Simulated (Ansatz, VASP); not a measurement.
**Two plane-wave programs on Fe**

```
CELL_PARAMETERS angstrom
2.45028 0.00000 0.00000
-1.22514 2.12200 0.00000
0.00000 0.00000 3.86738
ATOMIC_POSITIONS crystal
Fe 0.33333 0.66667 0.25000
Fe 0.66667 0.33333 0.75000
```

Change from the starting cell: volume scaled by 1.02, PAW files.

Alike in both runs: task electric field gradients; functional PBE; k mesh 17 × 17 × 10; occupations fermi-dirac, width 0.08 eV; no spin polarisation.

|  | VASP | Ansatz |
| --- | --- | --- |
| version | VASP 6.6.1 | Ansatz 0.2.0 |
| potentials or method | VASP PAW PBE potentials, release 64 (Fe) | PAW with Ansatz's default frozen-core files, scalar-relativistic |
| plane-wave cutoff (eV) | 520 | 420 |
| valence electrons in the cell | 16 | 32 |

VASP gave:

- pressure (GPa): 3.8
- largest component of the traceless stress (GPa): 0.57
- Vzz of the field gradient on the site that differs most (V/Å²): -7.5

Question: Which values does Ansatz return?

Answer: Pressure (GPa): 4.5; largest component of the traceless stress (GPa): 0.71; Vzz of the field gradient on the site that differs most (V/Å²): -4.2.

The two sets of potentials don't hold the same shells in valence.

Caveats: the run has no spin polarisation, though such a crystal can be magnetic. Spin polarisation is off, so any magnetic state and its effect on volume and gap are missing.
